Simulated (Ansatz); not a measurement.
All cells: G0W0@PBE, full frequency by contour deformation, hard PAW set made for 700 eV, band sums completed (Ansatz); response cutoff 200 eV, empty bands to 110 eV before completion, primitive cells on a 4×4×4 mesh, no spin-orbit coupling. Band edges are those of the mesh. The build that completes the sums treats q → 0 its own way. The mesh is coarse, the sums aren't at the basis limit and many cells are compressed or hypothetical, so the values aren't those of the ambient crystals.

**Question.** Order these cells by the G0W0 correction to the gap between the Kohn-Sham band edges, largest first.
A.
```yaml
crystal:
  lattice:
    - [0.00000, 1.74665, 1.74665]
    - [1.74665, 0.00000, 1.74665]
    - [1.74665, 1.74665, 0.00000]
  atoms:
    - { symbol: B, position: [0.00000, 0.00000, 0.00000] }
    - { symbol: N, position: [0.25000, 0.25000, 0.25000] }
```
B.
```
CELL_PARAMETERS angstrom
0.00000 2.04200 2.04200
2.04200 0.00000 2.04200
2.04200 2.04200 0.00000
ATOMIC_POSITIONS crystal
Li 0.00000 0.00000 0.00000
H 0.50000 0.50000 0.50000
```
C.
```cif
data_structure
_symmetry_space_group_name_H-M 'P 1'
_symmetry_Int_Tables_number 1
_cell_length_a 3.2821
_cell_length_b 3.2821
_cell_length_c 3.2821
_cell_angle_alpha 60.000
_cell_angle_beta 60.000
_cell_angle_gamma 60.000
_cell_volume 25.00
loop_
_atom_site_label
_atom_site_type_symbol
_atom_site_fract_x
_atom_site_fract_y
_atom_site_fract_z
_atom_site_occupancy
Ca1 Ca 0.00000 0.00000 0.00000 1
O1 O 0.50000 0.50000 0.50000 1
```

**Answer.** C (2.56 eV), A (2.04 eV), B (1.85 eV).

This ran on a trial build of the method. Model cells at fixed atoms, which needn't be the relaxed known crystals.
